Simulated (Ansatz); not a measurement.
**Co: which structure wins at one pressure**

Aim: bring Co in several structures (hcp, beta tin, omega, sc) to one pressure and rank them by enthalpy. The pressure is set by scaling the first phase. The runs shown use LAPW. Companion runs by PAW are cited.

Program: Ansatz 0.2.0. Level of theory: DFT, PBE, all-electron LAPW, scalar-relativistic. These are calculated values, not measurements.

### 1 The structure to begin with

It takes space group P6_3/mmc (No. 194, hexagonal). The conventional cell has a = 2.470 Å, b = 2.470 Å, c = 3.998 Å, α = 90.00°, β = 90.00°, γ = 120.00°. Around Co (site symmetry -6m2) lie 12 Co at 2.46 to 2.47 Å.

Structure file:

```cif
data_structure
_symmetry_space_group_name_H-M 'P 1'
_symmetry_Int_Tables_number 1
_cell_length_a 2.4696
_cell_length_b 2.4696
_cell_length_c 3.9980
_cell_angle_alpha 90.000
_cell_angle_beta 90.000
_cell_angle_gamma 120.000
_cell_volume 21.12
loop_
_atom_site_label
_atom_site_type_symbol
_atom_site_fract_x
_atom_site_fract_y
_atom_site_fract_z
_atom_site_occupancy
Co1 Co 0.33333 0.66667 0.25000 1
Co2 Co 0.66667 0.33333 0.75000 1
```

Atoms are numbered in the order of the input: Co1, Co2.

### 2 Hcp relaxed under pressure, LAPW

Input file input.yaml:

```yaml
crystal:
  lattice:
    - [2.4695738474, 0.0, 0.0]
    - [-1.2347869237, 2.1387136884, 0.0]
    - [0.0, 0.0, 3.998004674]
  atoms:
    - { symbol: Co, position: [0.3333333333, 0.6666666667, 0.25], spin: 1.7 }
    - { symbol: Co, position: [0.6666666667, 0.3333333333, 0.75], spin: 1.7 }
magnetization:
  spin_polarized: true
kpoints:
  mp_grid: { grid: [18, 18, 10] }
scf:
  occupations: { method: fermi_dirac, width: 0.1 }
hamiltonian:
  xc: pbe
  pseudopotentials: { kind: all_electron, lapw: { basis_error: 0.0005 } }
output:
  forces: true
  stress: true
  eigenvalues: true
relax:
  f_tol: 0.005
  max_steps: 12
  cell: { p_target: 6.5, stress_tol: 0.03 }
```

The run is started by

```sh
$ ansatz run input.yaml --threads 2 --pin off --max-ram 7168MiB --backend cpu --events-out ev --progress --plain --runs-dir out
```

Log, shortened:

```text
[...]
LAPW: plane waves up to 9.822 Å⁻¹, error target 5.0e-4 eV per atom; small_component_spin mean_spin; Co in spheres of 1.191 Å, 17 of its electrons in bands, Dirac shells []
[...]
Pseudopotentials: kind: all_electron
Pseudopotential: Co, LAPW, valence charge 17, Koelling and Harmon's equation, gaussian nucleus
Functional definition: PBE
[...]
Crystal: 2 atoms, lattice volume = 21.116 Å³
Basis set: ecut = 367.5610461128599 eV, 325 PW (Γ), exchange–correlation at level 2
Bands: 23, of which v1, the nominal top of the filled ones, is band 17 counted from 1 (16 counted from 0)
Symmetry: 24 space group operations
Space group: P63/mmc (ITA 194), of the structure as read, at distance tolerance 2.8e-5 Å
Magnetic group: BNS 194.263 (UNI 1493), of the structure as read, at distance tolerance 2.8e-5 Å
k-points: 222 of 3240
[...]
Starting moments: Σ|m| = 3.4 μB on 2 of 2 sites
[...]
SCF iter   1: F=—  HF=-75835.042536 eV  |F-HF|=—  |Δ(HF+E_count)|=         —  Δρ=1.14e-2 (↑9.22e-3 ↓1.14e-2)  dr2=1.14e-2  dr2_m=1.63e-2  M=3.031 μB ∫|m|=3.127 μB  β_m=0.30  ethr=3.34e-5  ⟨swp⟩=3.3  Hψ=78596  notcnv=0
[...]
relax step   1: F+E_penalty+E_count = -75835.17995173 eV  Δ(F+E_penalty+E_count) = +0.000e0 eV  max|allowed force component| = 3.932e-17 eV/Å  Δτ_max = 0.0000 Å  P = +6.390 GPa  Ω = 21.116 Å³  (9 SCF iters, accepted)
[...]
SCF converged after 3 iterations
Magnetization: 3.1659 μB (18.5829 up, 15.4171 down)
Absolute magnetization: 3.4840 μB (∫|ρ↑−ρ↓|)
Spin contamination: 0.0530 ħ² per cell (⟨S²⟩ above its minimum at these occupations)
Per-site moments (μB) at R_I (Å): [(1.6460589117165867, 1.1906811783361475), (1.6460589117165867, 1.1906811783361475)]
Free energy (F): -75835.179560 eV
[...]
E sigma→0 (E₀):  -75835.150438 eV
Entropy (-TS):   -0.058244 eV (-29.122 meV/atom)
Fermi energy:    19.728135 eV
[...]
--- Forces (eV/Å), atoms counted from 1 ---
  atom   1  Co    -0.00000000     0.00000000     0.00000000
  atom   2  Co     0.00000000    -0.00000000    -0.00000000
[...]
--- Stress (GPa, compression-positive) ---
        6.503083      -0.000000      -0.000000
       -0.000000       6.503083       0.000000
        0.000000       0.000000       6.502032
  P = ⅓ Tr σ = 6.5027 GPa (65.027 kbar)
--- Band table (eV; the first three rows and the last of 444) ---
[... band rows left out ...]
[...]
--- Relaxed structure (3 steps of the walk, 3 accepted, 1 SCFs on fresh bases) ---
  F+E_penalty+E_count = -75835.17955979 eV   max|allowed force component| = 6.014e-17 eV/Å   (the final SCF, on the basis selected at the relaxed cell)
  cell:  # Å, volume = 21.1066 Å³
    - [2.469168983163291, 0.0, 0.0]
    - [-1.2345844915816455, 2.138363065656001, 0.0]
    - [0.0, 0.0, 3.99747095021336]
  atoms:
    - { symbol: Co, position: [0.33333333333333326, 0.6666666666666665, 0.24999999999999997] }
    - { symbol: Co, position: [0.6666666666666665, 0.33333333333333326, 0.7499999999999999] }
```

Run time: 1.8 min. Hardware: 2 threads of Intel Xeon Platinum 8488C (Sapphire Rapids), shared host; peak memory 1.1 GiB.

Step by step:

```
step  energy from step 1 (eV/cell)  largest force component (eV/Å)  pressure (GPa)  volume (Å³)
   1                        0.0000                          0.0000            6.39        21.12
   2                        0.0002                          0.0000            6.45        21.11
   3                        0.0004                          0.0000            6.50        21.11
   4                        0.0004                          0.0000            6.50        21.11
```

Step 1 is the start. Step 4 repeats the geometry before on a plane-wave basis chosen anew for that cell, so the energy can jump there without any move; the table keeps such jumps.

| input's cell | before | after | change |
| --- | --- | --- | --- |
| a (Å) | 2.470 | 2.469 | -0.0 % |
| b (Å) | 2.470 | 2.469 | -0.0 % |
| c (Å) | 3.998 | 3.997 | -0.0 % |
| volume (Å³/atom) | 10.56 | 10.55 | -0.0 % |

Result: pressure 6.50 GPa; no gap; spin moments Co1 1.65 μB.

### 3 Beta tin relaxed under pressure, LAPW

Input file input.yaml:

```yaml
crystal:
  lattice:
    - [-2.2226489197, 2.2226489197, 1.1829225052]
    - [2.2226489197, -2.2226489197, 1.1829225052]
    - [2.2226489197, 2.2226489197, -1.1829225052]
  atoms:
    - { symbol: Co, position: [-0.375, -0.125, -0.25], spin: 1.7 }
    - { symbol: Co, position: [0.375, 0.125, 0.25], spin: 1.7 }
magnetization:
  spin_polarized: true
kpoints:
  mp_grid: { grid: [18, 18, 18] }
scf:
  occupations: { method: fermi_dirac, width: 0.1 }
hamiltonian:
  xc: pbe
  pseudopotentials: { kind: all_electron, lapw: { basis_error: 0.0005 } }
output:
  forces: true
  stress: true
  eigenvalues: true
relax:
  f_tol: 0.005
  max_steps: 12
  cell: { p_target: 6.5, stress_tol: 0.03 }
```

The run is started by

```sh
$ ansatz run input.yaml --threads 2 --pin off --max-ram 7168MiB --backend cpu --events-out ev --progress --plain --runs-dir out
```

Log:

```text
The last accepted step is kept in <dir> (removed where the run ends without a failure and the disk answers)
LAPW: plane waves up to 10.582 Å⁻¹, error target 5.0e-4 eV per atom; small_component_spin mean_spin; Co in spheres of 1.115 Å, 17 of its electrons in bands, Dirac shells []
Engine: ansatz 0.2.0
Pseudopotentials: kind: all_electron
Pseudopotential: Co, LAPW, valence charge 17, Koelling and Harmon's equation, gaussian nucleus
Functional definition: PBE
  parameter kappa = 0.804
  parameter beta = 0.06672455060314922
  exchange = pbe_x(kappa = kappa, mu = beta*pi^2/3)
  correlation = pbe_c(beta = beta)
Crystal: 2 atoms, lattice volume = 23.375 Å³
Basis set: ecut = 426.6476634837724 eV, 451 PW (Γ), FFT grids on a1+a2, a2, a3, exchange–correlation at level 2
Bands: 23, of which v1, the nominal top of the filled ones, is band 17 counted from 1 (16 counted from 0)
Symmetry: 16 space group operations
Space group: I41/amd (ITA 141), of the structure as read, at distance tolerance 2.9e-5 Å
Magnetic group: BNS 141.551 (UNI 1211), of the structure as read, at distance tolerance 2.9e-5 Å
k-points: 480 of 5832
Non-local potential: Co, projectors of the file, none
Initial density: superposition of atomic densities (chi_scale 0.1, normalization cell)
Starting moments: Σ|m| = 3.4 μB on 2 of 2 sites
Initial wavefunctions: plane waves of lowest kinetic energy (no species holds an atomic orbital)
Functional: x = pbe(κ = 0.804, μ = 0.2195149727645171), c = pbe(β = 0.06672455060314922)
iter 1 solved again at ethr=1.07e-4 eV; its pass at ethr=1.00e-1 eV (dr2=3.64e-2 eV) is discarded
SCF iter   1: F=—  HF=-75834.000071 eV  |F-HF|=—  |Δ(HF+E_count)|=         —  Δρ=1.15e-2 (↑8.91e-3 ↓1.15e-2)  dr2=3.62e-2  dr2_m=9.55e-3  M=3.211 μB ∫|m|=3.254 μB  β_m=0.30  ethr=1.07e-4  ⟨swp⟩=3.0  Hψ=150845  notcnv=0
Mixer restart at iter 1: flushing history
preconditioner: auto → none  [metal: Δε(μ)=0.001 eV  Ē_g=8.670 eV  σ=0.100 eV  W_gap=0.00  n_scr=8 (ndim 8)  ℏωp=32.6 eV  f_vac=0.000  D(μ)=3.50/eV (n_scr^D=52)  sad-step TF]
SCF iter   2: F=—  HF=-75834.088576 eV  |F-HF|=—  |Δ(HF+E_count)|=         —  Δρ=1.21e-2 (↑1.21e-2 ↓1.17e-2)  dr2=2.31e-2  dr2_m=2.19e-2  M=3.474 μB ∫|m|=3.552 μB  β_m=0.30  ethr=1.06e-4  ⟨swp⟩=2.0  Hψ=61906  notcnv=0
Mixer restart at iter 2: flushing history
SCF iter   3: F=—  HF=-75834.087571 eV  |F-HF|=—  |Δ(HF+E_count)|=   1.00e-3  Δρ=8.97e-3 (↑8.64e-3 ↓8.97e-3)  dr2=1.03e-2  dr2_m=1.25e-2  M=3.473 μB ∫|m|=3.571 μB  β_m=0.65  ethr=6.79e-5  ⟨swp⟩=2.0  Hψ=61881  notcnv=0  defer=1
iter 4 solved again at ethr=2.45e-7 eV; its pass at ethr=3.04e-5 eV (dr2=8.32e-5 eV) is discarded
SCF iter   4: F=—  HF=-75834.106854 eV  |F-HF|=—  |Δ(HF+E_count)|=   1.93e-2  Δρ=1.09e-3 (↑9.92e-4 ↓1.09e-3)  dr2=8.35e-5  dr2_m=2.00e-4  M=3.501 μB ∫|m|=3.674 μB  β_m=0.60  ethr=2.45e-7  ⟨swp⟩=2.3  Hψ=115371  notcnv=0
SCF iter   5: F=—  HF=-75834.106431 eV  |F-HF|=—  |Δ(HF+E_count)|=         —  Δρ=8.27e-4 (↑4.31e-4 ↓8.27e-4)  dr2=2.85e-4  dr2_m=1.75e-5  M=3.503 μB ∫|m|=3.684 μB  β_m=0.68  ethr=2.45e-7  ⟨swp⟩=3.0  Hψ=71900  notcnv=0
the basis was enlarged: its passes take 2.5 MiB over the memory plan, 2 of 2 planned eigensolver slots
SCF iter   6: F=—  HF=-75834.107435 eV  |F-HF|=—  |Δ(HF+E_count)|=   1.00e-3  Δρ=3.31e-4 (↑1.90e-4 ↓3.31e-4)  dr2=2.74e-5  dr2_m=7.97e-6  M=3.511 μB ∫|m|=3.695 μB  β_m=0.84  ethr=2.45e-7  ⟨swp⟩=3.0  Hψ=71670  notcnv=0
SCF iter   7: F=—  HF=-75834.107664 eV  |F-HF|=—  |Δ(HF+E_count)|=   2.29e-4  Δρ=6.85e-5 (↑6.85e-5 ↓5.60e-5)  dr2=8.00e-7  dr2_m=5.87e-7  M=3.516 μB ∫|m|=3.701 μB  β_m=0.92  ethr=8.05e-8  ⟨swp⟩=3.0  Hψ=70217  notcnv=0
SCF iter   8: F=—  HF=-75834.107687 eV  |F-HF|=—  |Δ(HF+E_count)|=   2.26e-5  Δρ=1.63e-5 (↑1.63e-5 ↓1.25e-5)  dr2=7.80e-8  dr2_m=1.72e-8  M=3.518 μB ∫|m|=3.701 μB  β_m=0.96  ethr=2.35e-9  ⟨swp⟩=3.0  Hψ=71866  notcnv=0
SCF iter   9: F=—  HF=-75834.107688 eV  |F-HF|=—  |Δ(HF+E_count)|=   1.88e-6  Δρ=3.11e-6 (↑3.11e-6 ↓2.89e-6)  dr2=4.24e-9  dr2_m=3.96e-10  M=3.518 μB ∫|m|=3.701 μB  β_m=0.98  ethr=2.30e-10  ⟨swp⟩=3.0  Hψ=71854  notcnv=0
SCF iter  10: F=-75834.107689 eV  HF=-75834.107689 eV  |F-HF|=2.14e-9  |Δ(HF+E_count)|=   9.16e-8  Δρ=8.93e-7 (↑5.75e-7 ↓8.93e-7)  dr2=2.71e-10  dr2_m=3.15e-11  M=3.518 μB ∫|m|=3.701 μB  ethr=1.25e-11  ⟨swp⟩=3.0  Hψ=71840  notcnv=0
the search or the solves at the SCF's close seem to have found levels that the self-consistency loop had missed (the run counts 3). By its estimate they hold under 1e-12 electrons; where the run keeps them, the occupations were computed again with them
SCF 1 converged in 10 iterations: F = -75834.107689 eV  dr2 = 2.71e-10
relax step   1: F+E_penalty+E_count = -75834.10768857 eV  Δ(F+E_penalty+E_count) = +0.000e0 eV  max|allowed force component| = 1.041e-17 eV/Å  Δτ_max = 0.0000 Å  P = +6.466 GPa  Ω = 23.375 Å³  (10 SCF iters, accepted)
Crystal: 2 atoms, lattice volume = 23.373 Å³
Basis set: ecut = 426.67456591317267 eV, 451 PW (Γ), FFT grids on a1+a2, a2, a3, exchange–correlation at level 2
Initial density: handed on by an earlier stage of this run
Starting moments: Σ|m| = 3.4 μB on 2 of 2 sites; this step starts from the density that it was given
Initial wavefunctions: those handed on with the density
iter 1 solved again at ethr=9.84e-11 eV; its pass at ethr=1.00e-1 eV (dr2=3.34e-8 eV) is discarded
SCF iter   1: F=—  HF=-75834.107601 eV  |F-HF|=—  |Δ(HF+E_count)|=         —  Δρ=9.85e-6 (↑4.50e-6 ↓9.85e-6)  dr2=4.03e-8  dr2_m=2.26e-9  M=3.518 μB ∫|m|=3.701 μB  β_m=0.65  ethr=9.84e-11  ⟨swp⟩=4.5  Hψ=137518  notcnv=0
preconditioner: auto → none  [metal: Δε(μ)=0.003 eV  Ē_g=8.754 eV  σ=0.100 eV  W_gap=0.01  n_scr=4 (ndim 8)  ℏωp=32.6 eV  f_vac=0.000  D(μ)=2.78/eV (n_scr^D=44)]
iter 2 solved again at ethr=4.03e-12 eV; its pass at ethr=9.84e-11 eV (dr2=1.37e-9 eV) is discarded
SCF iter   2: F=-75834.107601 eV  HF=-75834.107601 eV  |F-HF|=1.54e-9  |Δ(HF+E_count)|=   1.92e-9  Δρ=2.69e-6 (↑5.42e-7 ↓2.69e-6)  dr2=1.36e-9  dr2_m=3.49e-10  M=3.518 μB ∫|m|=3.701 μB  ethr=4.03e-12  ⟨swp⟩=2.0  Hψ=106468  notcnv=0
SCF 2 converged in 2 iterations: F = -75834.107601 eV  dr2 = 1.36e-9
relax step   2: F+E_penalty+E_count = -75834.10760080 eV  Δ(F+E_penalty+E_count) = +8.777e-5 eV  max|allowed force component| = 1.388e-17 eV/Å  Δτ_max = 0.0000 Å  P = +6.486 GPa  Ω = 23.373 Å³  (2 SCF iters, accepted)
Crystal: 2 atoms, lattice volume = 23.372 Å³
Basis set: ecut = 426.68510547303123 eV, 451 PW (Γ), FFT grids on a1+a2, a2, a3, exchange–correlation at level 2
iter 1 solved again at ethr=3.84e-10 eV; its pass at ethr=1.00e-1 eV (dr2=1.31e-7 eV) is discarded
SCF iter   1: F=—  HF=-75834.107567 eV  |F-HF|=—  |Δ(HF+E_count)|=         —  Δρ=2.36e-5 (↑9.54e-6 ↓2.36e-5)  dr2=2.06e-7  dr2_m=1.59e-8  M=3.518 μB ∫|m|=3.701 μB  β_m=0.65  ethr=3.84e-10  ⟨swp⟩=4.5  Hψ=137592  notcnv=0
iter 2 solved again at ethr=2.34e-11 eV; its pass at ethr=3.84e-10 eV (dr2=7.95e-9 eV) is discarded
SCF iter   2: F=—  HF=-75834.107567 eV  |F-HF|=—  |Δ(HF+E_count)|=   1.40e-8  Δρ=7.36e-6 (↑2.46e-6 ↓7.36e-6)  dr2=7.94e-9  dr2_m=3.66e-9  M=3.518 μB ∫|m|=3.701 μB  β_m=0.63  ethr=2.34e-11  ⟨swp⟩=2.0  Hψ=106532  notcnv=0
SCF iter   3: F=-75834.107567 eV  HF=-75834.107567 eV  |F-HF|=2.53e-9  |Δ(HF+E_count)|=   2.71e-8  Δρ=2.13e-6 (↑1.45e-6 ↓2.13e-6)  dr2=5.59e-10  dr2_m=5.02e-10  M=3.518 μB ∫|m|=3.701 μB  ethr=2.33e-11  ⟨swp⟩=2.5  Hψ=64796  notcnv=0
SCF 3 converged in 3 iterations: F = -75834.107567 eV  dr2 = 5.59e-10
relax step   3: F+E_penalty+E_count = -75834.10756703 eV  Δ(F+E_penalty+E_count) = +3.376e-5 eV  max|allowed force component| = 3.469e-18 eV/Å  Δτ_max = 0.0000 Å  P = +6.496 GPa  Ω = 23.372 Å³  (3 SCF iters, accepted)
iter 1 solved again at ethr=1.00e-12 eV; its pass at ethr=1.00e-1 eV (dr2=2.51e-10 eV) is discarded
SCF iter   1: F=—  HF=-75834.107567 eV  |F-HF|=—  |Δ(HF+E_count)|=         —  Δρ=1.83e-6 (↑1.54e-6 ↓1.83e-6)  dr2=2.65e-10  dr2_m=4.87e-10  M=3.518 μB ∫|m|=3.701 μB  β_m=0.65  ethr=1.67e-12 (applied; sched 1.00e-12)  ⟨swp⟩=4.0  Hψ=110652  notcnv=0  reapply=100
SCF iter   2: F=—  HF=-75834.107567 eV  |F-HF|=—  |Δ(HF+E_count)|=   2.58e-9  Δρ=1.12e-6 (↑6.05e-7 ↓1.12e-6)  dr2=9.43e-11  dr2_m=1.29e-10  M=3.518 μB ∫|m|=3.701 μB  β_m=0.65  ethr=1.36e-12 (applied; sched 1.00e-12)  ⟨swp⟩=3.0  Hψ=71317  notcnv=0
SCF iter   3: F=-75834.107567 eV  HF=-75834.107567 eV  |F-HF|=1.56e-9  |Δ(HF+E_count)|=   2.82e-9  Δρ=4.56e-7 (↑4.56e-7 ↓3.08e-7)  dr2=3.42e-11  dr2_m=1.93e-11  M=3.518 μB ∫|m|=3.701 μB  ethr=1.36e-12 (applied; sched 1.00e-12)  ⟨swp⟩=3.0  Hψ=71243  notcnv=0
SCF 4 converged in 3 iterations: F = -75834.107567 eV  dr2 = 3.42e-11
relax step   4: F+E_penalty+E_count = -75834.10756704 eV  Δ(F+E_penalty+E_count) = -8.746e-9 eV  max|allowed force component| = 0.000e0 eV/Å  Δτ_max = 0.0000 Å  P = +6.497 GPa  Ω = 23.372 Å³  stress off target by 3.89e-3 GPa  SCF on the basis re-selected at this cell (its energy is not comparable with the rows above)  (3 SCF iters)
basis re-selected at this cell: Δ(F+E_penalty+E_count) = -8.746e-9 eV, ΔP = +0.000 GPa vs the last step (what re-selecting the basis moved, after the strain that the cell walked since its last selection, with what the two solves' SCF thresholds leave and, on support functions, any second-order correction that the steps lacked; it is no measure of the basis error at this ecutwfc). This SCF's stress stands 3.89e-3 GPa from its target on what of the cell is left free (relax.cell.stress_tol is 3.00e-2 GPa) and its largest allowed force component is 0.00e0 eV/Å (relax.f_tol is 5.00e-3 eV/Å): within both
SCF converged after 3 iterations
Magnetization: 3.5184 μB (18.7592 up, 15.2408 down)
Absolute magnetization: 3.7014 μB (∫|ρ↑−ρ↓|)
Spin contamination: 0.0454 ħ² per cell (⟨S²⟩ above its minimum at these occupations)
Per-site moments (μB) at R_I (Å): [(1.8012668759758252, 1.115450473473334), (1.8012668759758252, 1.115450473473334)]
Free energy (F): -75834.107567 eV
Harris-Foulkes:  -75834.107567 eV  (|F-HF|=1.56e-9)
Internal energy: -75834.015673 eV  (E = F + TS)
E sigma→0 (E₀):  -75834.061620 eV
Entropy (-TS):   -0.091894 eV (-45.947 meV/atom)
Fermi energy:    17.735838 eV
--- Per-component energies (eV) ---
  E_band       = -526.498215
  E_kinetic    = 76965.066885
  E_xc         = -3249.797561
  E_electrostatic = -149549.284997  (all electrons and nuclei)
  E_smearing   = -0.091894  (= −TS)
  E_closure    = 0.000000  (closes the sum)
  E_atoms      = -75818.578525  (free atoms, spherical and without spin; not in F)
  Σ components = -75834.107567   (vs F -75834.107567, Δ=0.00e0)
  Basis errors (estimates in eV, not in F): energy 1.7e-4 per atom: plane waves 1.6e-4 (8.7e-5 summed), levels above the bands 4.6e-56, relativity 1.7e-8, radial functions 1.4e-5, core shells 2.8e-8; eigenvalues (radial functions only) 8.3e-8; not estimated: angular momenta, meshes, grids; target (lapw.basis_error) 5.0e-4; muffin-tin radii Co 1.115 Å
--- Forces (eV/Å), atoms counted from 1 ---
  atom   1  Co     0.00000000    -0.00000000     0.00000000
  atom   2  Co     0.00000000    -0.00000000     0.00000000
  max |Σ_I F_I| component: 2.78e-17 eV/Å
--- Stress (GPa, compression-positive) ---
        6.496106      -0.000000       0.000000
       -0.000000       6.496106       0.000000
        0.000000       0.000000       6.497637
  P = ⅓ Tr σ = 6.4966 GPa (64.966 kbar)
--- Band table (eV; the first three rows and the last of 960) ---
  k-point 0 ↑: bands = ["-78.5749", "-78.4743", "-41.9521", "-41.9521", "-41.6392", "-41.6347", "-41.6345", "-41.6345", "8.8887", "12.3940", "13.5166", "13.7522", "14.1440", "15.9950", "15.9950", "16.0265", "16.0265", "16.7145", "17.6355", "23.4569", "23.4569", "29.6078", "30.9364"]
  k-point 1 ↑: bands = ["-78.5741", "-78.4751", "-41.9501", "-41.9500", "-41.6481", "-41.6372", "-41.6344", "-41.6280", "8.9397", "12.4170", "13.5304", "13.7421", "14.1338", "15.9911", "16.0029", "16.0346", "16.0349", "16.6969", "17.5702", "23.1097", "23.5742", "29.7923", "31.1861"]
  k-point 2 ↑: bands = ["-78.5718", "-78.4773", "-41.9438", "-41.9436", "-41.6614", "-41.6451", "-41.6336", "-41.6218", "9.0916", "12.4836", "13.5720", "13.7141", "14.1055", "15.9761", "16.0247", "16.0569", "16.0583", "16.6461", "17.3934", "22.2557", "23.9094", "30.0642", "32.0316"]
  k-point 479 ↓: bands = ["-76.3633", "-76.3633", "-39.9054", "-39.9054", "-39.5432", "-39.5432", "-39.4732", "-39.4732", "13.6678", "13.6678", "15.6034", "15.6034", "16.3548", "16.3548", "17.6862", "17.6862", "18.1950", "18.1950", "18.2342", "18.2342", "23.0932", "23.0932", "38.2853"]
--- Relaxed structure (3 steps of the walk, 3 accepted, 1 SCFs on fresh bases) ---
  F+E_penalty+E_count = -75834.10756704 eV   max|allowed force component| = 0.000e0 eV/Å   (the final SCF, on the basis selected at the relaxed cell)
  cell:  # Å, volume = 23.3723 Å³
    - [-2.222904649903711, 2.222904649903711, 1.1824946818464606]
    - [2.222904649903711, -2.222904649903711, 1.1824946818464606]
    - [2.222904649903711, 2.222904649903711, -1.1824946818464606]
  atoms:
    - { symbol: Co, position: [-0.375, -0.125, -0.25] }
    - { symbol: Co, position: [0.375, 0.125, 0.25] }
```

Run time: 4.2 min. Hardware: 2 threads of Intel Xeon Platinum 8488C (Sapphire Rapids), shared host; peak memory 2.2 GiB.

Relaxation path:

```csv
step,energy from step 1 (eV/cell),largest force component (eV/Å),pressure (GPa),volume (Å³)
1,0.0000,0.0000,6.47,23.38
2,0.0001,0.0000,6.49,23.37
3,0.0001,0.0000,6.50,23.37
4,0.0001,0.0000,6.50,23.37
```

Step 1 is the start. Step 4 repeats the geometry before on a plane-wave basis chosen anew for that cell, so the energy can jump there without any move; the table keeps such jumps.

| input's cell | before | after | change |
| --- | --- | --- | --- |
| a (Å) | 3.359 | 3.359 | +0.0 % |
| b (Å) | 3.359 | 3.359 | +0.0 % |
| c (Å) | 3.359 | 3.359 | +0.0 % |
| γ (°) | 138.75 | 138.77 | +0.02° |
| volume (Å³/atom) | 11.69 | 11.69 | -0.0 % |

This run gives: pressure 6.50 GPa; no gap; spin moments Co1 1.80 μB.

(Part 1 of 2 ends here.)
